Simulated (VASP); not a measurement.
SnTe, 2 atoms in the cell. It takes space group F-43m (No. 216, cubic). The conventional cell has a = 7.222 Å, b = 7.222 Å, c = 7.222 Å, α = 90.00°, β = 90.00°, γ = 90.00°. Te (site symmetry -43m) is surrounded by 4 Sn at 3.13 Å. Sn (site symmetry -43m) is surrounded by 4 Te at 3.13 Å. Measurements of this composition are mostly on another form, of space group No. 225.

```yaml
Program: VASP 6.6.1
Task: band structure
Functional: PBEsol
Potentials_or_basis: VASP PAW PBE potentials, release 64 (Te, Sn_d)
Cutoff: 520 eV
k_mesh: 8 × 8 × 8
Occupations: gaussian, width 0.02 eV
Spin: no spin polarisation
Ladder: gaps
Further_INCAR_settings: ALGO = Normal; EDIFF = 1e-07; NBANDS = 17
```

Potentials or basis: VASP PAW PBE potentials, release 64 (Te, Sn_d).

Launch:

```sh
$ cat potpaw_PBE.64/Te/POTCAR potpaw_PBE.64/Sn_d/POTCAR > POTCAR
$ cp INCAR.step1 INCAR
$ cp KPOINTS.step1 KPOINTS
$ mpirun -np 1 vasp_std > vasp.out
$ cp INCAR.step2 INCAR
$ cp KPOINTS.step2 KPOINTS
$ mpirun -np 1 vasp_std > vasp.out
```

Hardware: 1 thread of Intel(R) Xeon(R) Platinum 8375C CPU @ 2.90GHz (Ice Lake), with other jobs on the host.

Estimate the wall time of this run.

Wall time 6.1 min on 1 thread of Intel(R) Xeon(R) Platinum 8375C CPU @ 2.90GHz (Ice Lake), with other jobs on the host, peak memory 0.48 GiB. Counts: scf iterations 8, k points 200.
